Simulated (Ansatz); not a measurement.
Point defect: S interstitial in MoS$_{2}$

Theory: DFT PBE, scalar-relativistic, plane waves, PAW in Ansatz. (420 eV cutoff, 2×2×2 k-mesh, shifted by half a step, Gaussian smearing of 0.01 eV, collinear spin in charge -1 alone)

Host crystal, relaxed:

```
Mo S
1.0
     1.59259    0.91948    7.43833
    -1.59259    0.91948    7.43833
     0.00000   -1.83896    7.43833
Mo S
1 2
Direct
  0.99978 0.99978 0.99978
  0.40313 0.40313 0.40313
  0.26309 0.26309 0.26309
```

Supercell of 39 atoms, rows in host cell vectors: -2 -1 2; -1 2 -2; 2 -2 -1. Atoms relax at the host's cell from a start displaced at random by 0.06 Å near the defect, so other minima may exist. The cell is small, so energies carry finite-size errors of tenths of an eV. The host's Kohn–Sham gap is 1.45 eV. Atoms are taken from and returned to the elements' standard states. Charged cells are corrected for image charges with the computed static dielectric tensor (mean 9.7) and aligned with the host's potential at far atoms (alignment terms reach 1.08 eV). No band-filling term is added, and the Fermi level counts from the host's valence band top.

Defect: S interstitial at (0.500, 0.531, 0.531) of the host cell.

Problem. What is the formation energy of the neutral defect?

Solution. 1.32 eV.

Problem. Does the neutral defect carry a moment, and how do its surroundings relax?

Solution. The neutral run had no spin polarisation, so a moment wasn't tested. The nearest neighbours before are 2 S at 2.48 Å, 1 S at 2.54 Å, 1 S at 2.63 Å; after relaxation the atoms near the site are 1 S at 1.94 Å; the largest move is 0.81 Å.

Problem. Charges 0, -1, -2 were computed. Which is stable where in the gap?

Solution. Among the charges computed the stable one is 0 at the valence band top and stays so across the gap. In charge -1, -2 the extra carrier would gain by moving to a band edge of the host, so it isn't bound in the gap, though by less than the errors named above. Other sites of the defect weren't tried. Levels between neighbouring charges: (0/-1) 1.66 eV, (-1/-2) 1.76 eV.